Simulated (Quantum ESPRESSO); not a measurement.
## NiO in Quantum ESPRESSO: the effect of functional

The system is NiO.

```
Ni O
1.0
     2.50462    0.00000    0.00000
     0.00000    2.50462    0.00000
     0.00000    0.00000    2.50462
Ni O
1 1
Direct
  0.00000 0.00000 0.00000
  0.50000 0.50000 0.50000
```

Measurements of this composition are mostly on another form, of space group No. 225.

Alike in all runs:

* Program: Quantum ESPRESSO 7.5
* Task: single point
* Potentials or basis: PseudoDojo 0.4 SR PBEsol stringent
* Cutoff: 1415 eV
* Density cutoff: 5660 eV
* k mesh: 7 × 7 × 7
* Occupations: gaussian, width 0.05 eV
* Spin: collinear spin, ferromagnetic start
* Starting moments: [2.0, 0.0] μB
* Hubbard terms: Ni d U = 6 eV

One run gave: pressure 15.9 GPa. Which functional did it use?
A. revPBE
B. LDA
C. RPBE
D. PW91
E. PBEsol

B.

| functional | pressure (GPa) |
| --- | --- |
| LDA | 15.9 |
| PBEsol | 22.1 |
| revPBE | 42.0 |
| RPBE | 43.9 |
| PW91 | 36.5 |

Caveats: a cell with one magnetic atom can't hold antiferromagnetic order, which such compounds often take; the potentials were made for another functional, which shifts forces and pressure (some runs); a pressure of tens of GPa on the cell as given is suspect, and the run, the potentials or the cell itself is likely at fault (some runs).

Runs at the PBE level aren't shown here.
